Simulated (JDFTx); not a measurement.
Crystal: As.

```
As
1.0
     1.88080    1.08588    3.51406
    -1.88080    1.08588    3.51406
     0.00000   -2.17176    3.51406
As
2
Direct
  0.22600 0.22600 0.22600
  0.77400 0.77400 0.77400
```

```yaml
Program: JDFTx 1.7.0 (patched build)
Task: relaxation of cell and atoms
Functional: BLYP
Potentials_or_basis: SG15-PBE-1.2 with smoothed tails
Cutoff: 1088 eV
Density_cutoff: 8708 eV
k_mesh: 3 × 3 × 3
Occupations: fermi-dirac, width 0.05 eV
Spin: no spin polarisation
```

At the start: pressure 9.0 GPa; volume 21.53 Å³/atom.

**Question.** How do energy, volume and symmetry change on relaxing?

**Answer.** Over 10 steps the energy falls by 81.7 meV/atom and the volume is 24.50 Å³/atom (+13.8 %); space group R-3m (No. 166, to 0.05 Å).

The path:
```csv
step,energy change (eV),largest force (eV/Å),pressure (GPa),volume (Å³)
1,0.0000,0.0131,9.01,43.06
2,-0.0443,0.0905,7.21,43.85
3,-0.1396,0.1948,2.41,46.65
4,-0.1610,0.1697,0.08,49.16
5,-0.1628,0.0880,-0.20,48.96
6,-0.1633,0.0025,-0.06,49.00
7,-0.1634,0.0009,-0.04,48.99
8,-0.1634,0.0016,0.03,48.95
9,-0.1634,0.0039,0.00,48.99
10,-0.1634,0.0018,0.01,49.00
```

Final structure:
```cif
data_structure
_symmetry_space_group_name_H-M 'P 1'
_symmetry_Int_Tables_number 1
_cell_length_a 4.2686
_cell_length_b 4.2686
_cell_length_c 4.2686
_cell_angle_alpha 55.307
_cell_angle_beta 55.307
_cell_angle_gamma 55.307
_cell_volume 49.00
loop_
_atom_site_label
_atom_site_type_symbol
_atom_site_fract_x
_atom_site_fract_y
_atom_site_fract_z
_atom_site_occupancy
As1 As 0.22232 0.22232 0.22232 1
As2 As 0.77768 0.77768 0.77768 1
```

Caveat: the k mesh is coarse (spacing up to 0.67 Å⁻¹), so the values aren't converged; the plane waves are those of the starting cell, so after so large a change of volume the result is rough; the potentials were made for another functional, which shifts forces and pressure.
